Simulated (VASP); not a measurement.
## Te2Mo: band structure with PBE+D3(BJ)

Te2Mo, a slab with vacuum:

```
Te Mo
1.0
     3.50253    0.00000    0.00000
    -1.75126    3.03328    0.00000
     0.00000    0.00000   21.60519
Te Mo
2 1
Direct
  0.33333 0.66667 0.41584
  0.33333 0.66667 0.58416
  0.66667 0.33333 0.50000
```

```
Program                : VASP 6.6.1
Task                   : band structure
Functional             : PBE
Dispersion             : D3(BJ)
Potentials or basis    : VASP PAW PBE potentials, release 64 (Te, Mo_sv)
Cutoff                 : 520 eV
k mesh                 : 12 × 12 × 1
Occupations            : gaussian, width 0.03 eV
Spin                   : no spin polarisation
Dipole correction      : yes
Further INCAR settings : ALGO = Normal; EDIFF = 1e-06; NBANDS = 20
```

The band gap on the k mesh is 1.19 eV, direct. The band gap along the path is 1.19 eV, direct and the dispersion energy per atom is -0.401 eV. The ionisation potential of the upper face is 4.84 eV.

Forces on the atoms (eV/Å):
```
Te   0.000  0.000 -0.003
Te   0.000  0.000  0.003
Mo   0.000  0.000  0.000
```

Levels at points of the mesh, in eV from the valence-band top:
| k point | band 11 | band 12 | band 13 | band 14 | band 15 | band 16 |
| --- | --- | --- | --- | --- | --- | --- |
| (0.00, 0.00, 0.00) | -0.82 | -0.82 | -0.58 | 3.21 | 3.21 | 3.49 |
| (0.50, 0.00, 0.00) | -1.72 | -0.78 | -0.21 | 1.50 | 1.80 | 3.31 |

Run time: 3.6 min on 1 thread of Intel(R) Xeon(R) Platinum 8488C (Sapphire Rapids), with other jobs on the host, peak memory 0.42 GiB.

Caveat: spin-orbit coupling is left out, which moves the levels of the heavy elements.
